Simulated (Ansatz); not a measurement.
## Infrared modes and screening in MgF2 (P4_2/mnm)

Perturbation theory with PBEsol in the PAW code Ansatz on the PBEsol cell, ground state and force constants on a 4×4×8 mesh. Calculated for a static, non-magnetic cell.

Space group P4_2/mnm (No. 136), tetragonal; conventional cell a = 4.639 Å, c = 3.063 Å, 10.99 Å³ an atom. Around Mg lie 6 F at 1.99–2.00 Å; around F lie 3 Mg at 1.99–2.00 Å.

Space group P4_2/mnm (No. 136). a = 4.639 Å, b = 4.639 Å, c = 3.063 Å, α = 90.00°, β = 90.00°, γ = 90.00°

| atom | site | symmetry | x | y | z |
| --- | --- | --- | --- | --- | --- |
| Mg | 2a | m.mm | 0.0000 | 0.0000 | 0.0000 |
| F | 4f | m.2m | 0.3034 | 0.3034 | 0.0000 |

Optical modes without the longitudinal term:

| ω (cm⁻¹) | degeneracy | IR intensity, summed over the level ((D/Å)²/amu) |
| --- | --- | --- |
| 85 | 1 | 0.00 |
| 199 | 1 | 0.00 |
| 234 | 2 | 7.54 |
| 286 | 2 | 0.00 |
| 286 | 1 | 0.00 |
| 395 | 1 | 13.40 |
| 397 | 1 | 0.00 |
| 402 | 2 | 2.49 |
| 417 | 1 | 0.00 |
| 443 | 2 | 14.78 |
| 500 | 1 | 0.00 |

The zone-centre optical frequencies run from 85 to 500 cm⁻¹, none imaginary (the rest of the zone wasn't tested). With the long-range field the highest mode reaches 605 cm⁻¹. Of the real levels 4 are infrared active, the strongest at 443 cm⁻¹.

The clamped-ion dielectric constant comes out as 2.03 along x and y, 2.06 along z. With the ions relaxed, ε⁰ is 5.7 along x and y, 4.8 along z. Born charges, averaged over directions: Mg +2.01, F -1.01 e. The program notes that the ground state's band table doesn't vouch for all the bands that the response reads.

For comparison, on the r2SCAN cell the mean ε∞ is 1.95 with r2SCAN (ground state on 4×4×8; least gap 8.07 eV), 2.02 with PBE (ground state on 4×4×8; least gap 7.16 eV).
